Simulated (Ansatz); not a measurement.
GaN in Ansatz: convergence with smearing width

Input of the first run (smearing width 0.3 eV); the others differ in this setting and in those tied to it:

input.yaml

```yaml
crystal:
  lattice:
    - [3.18, 0.0, 0.0]
    - [-1.59, 2.753960784, 0.0]
    - [0.0, 0.0, 5.166]
  atoms:
    - { symbol: Ga, position: [0.677932, 0.337742, 0.498947] }
    - { symbol: Ga, position: [0.345992, 0.669724, 0.010592] }
    - { symbol: "N", position: [0.670247, 0.342543, 0.876186] }
    - { symbol: "N", position: [0.334197, 0.65293, 0.374213] }
hamiltonian:
  xc: r2scan
  pseudopotentials: { kind: paw }
kpoints:
  mp_grid: { grid: [7, 7, 4] }
scf:
  occupations: { method: fermi_dirac, width: 0.3 }
output:
  forces: true
  stress: true
  eigenvalues: true
```

Potentials or basis: Ansatz PAW.

Launch:

```console
$ ansatz run input.yaml --threads 2 --pin off --max-ram 5632MiB --backend cpu --events-out ev --progress --plain --runs-dir out
```

The cell isn't the ideal one: atoms moved at random, drawn with an rms of 0.05 Å.

Hardware: 2 threads of Intel(R) Xeon(R) Processor @ 2.50GHz (Skylake/Cascade Lake), on a shared host.

```csv
smearing width,"energy less the tightest run, at zero smearing (meV/atom)",SCF cycles,CPU time (s),peak memory (GiB)
0.3 eV,0.31,8,39,0.53
0.2 eV,0.03,7,38,0.53
0.15 eV,0.00,7,36,0.52
0.1 eV,0.00,7,36,0.52
0.05 eV,0.00,7,37,0.52
0.025 eV,0.00,7,37,0.52
0.01 eV,0.00,7,38,0.52
0.005 eV,0.00,7,38,0.53
```

Against the tightest run, the energy stays within 1 meV/atom from 0.3 eV on. The tightest run that finished is the yardstick and may itself not be fully converged.

Caveat, for the tightest run too: odd divisions of the mesh miss points on the zone boundary, where band edges often lie, so the gap on the mesh can be too wide.
